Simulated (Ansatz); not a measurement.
Fe: strain and displacement

```yaml
crystal:
  lattice:
    - [0.00000, 1.82778, 1.82778]
    - [1.82778, 0.00000, 1.82778]
    - [1.82778, 1.82778, 0.00000]
  atoms:
    - { symbol: Fe, position: [0.00000, 0.00000, 0.00000] }
```

Structure from Materials Project entry mp-150 (possibly hypothetical), not relaxed further.

Other magnetic orders may lie lower; this is the state that the run reached.

Theory: Ansatz 0.2.0, DFT, PBE, all-electron LAPW, scalar-relativistic.

Sampling and basis: a Γ-centred 17×17×17 k mesh, Fermi–Dirac smearing of 0.03 eV, basis error target 0.25 meV/atom, spin-polarised from start moments Fe 3 μB.

The unchanged cell is at -1.87 GPa.

In a metal, stresses and small energies carry noise from the k mesh.

x, y and z are the Cartesian axes of the cell as listed; fractional coordinates follow a strain, and an engineering shear is twice the off-diagonal strain component.

Question: With this change (z strained by +4 % at fixed volume), what becomes of the energy and stress and moment?

Answer: Energy change -14 meV/atom; stress change (xx, yy, zz, yz, xz, xy) -4.00, -4.00, 3.66, 0.00, 0.00, 0.00 GPa, compression positive; moment 2.62 → 2.57 μB.

With equal xy, yz and zx engineering shear strains of -2 %: energy change under 1 meV/atom; stress change (xx, yy, zz, yz, xz, xy) -0.83, -0.83, -0.83, -0.27, -0.27, -0.27 GPa, compression positive; moment 2.62 → 2.58 μB.
